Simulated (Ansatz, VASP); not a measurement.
Rh: VASP beside Ansatz

```
CELL_PARAMETERS angstrom
0.00000 1.89785 1.89785
1.89785 0.00000 1.89785
1.89785 1.89785 0.00000
ATOMIC_POSITIONS crystal
Rh 0.00000 0.00000 0.00000
```

Alike in both runs: task single point; functional PBE; k mesh 18 × 18 × 18; occupations gaussian, width 0.1 eV; no spin polarisation.

```csv
,VASP,Ansatz
version,VASP 6.6.1,Ansatz 0.2.0
potentials or method,"VASP PAW PBE potentials, release 64 (Rh_pv)","scalar-relativistic, plane waves, PAW"
plane-wave cutoff (eV),520,420
valence electrons in the cell,15,17
```

VASP gave:

```
gap on the k mesh at the Fermi level (eV) : none
pressure (GPa)                            : 7.5
```

**Question.** What did Ansatz give for the same quantities?

**Answer.** gap on the k mesh at the Fermi level (eV): none; pressure (GPa): 7.4.

A gap of «none» marks a metal or a gap that the smearing closes. The two sets of potentials don't hold the same shells in valence.
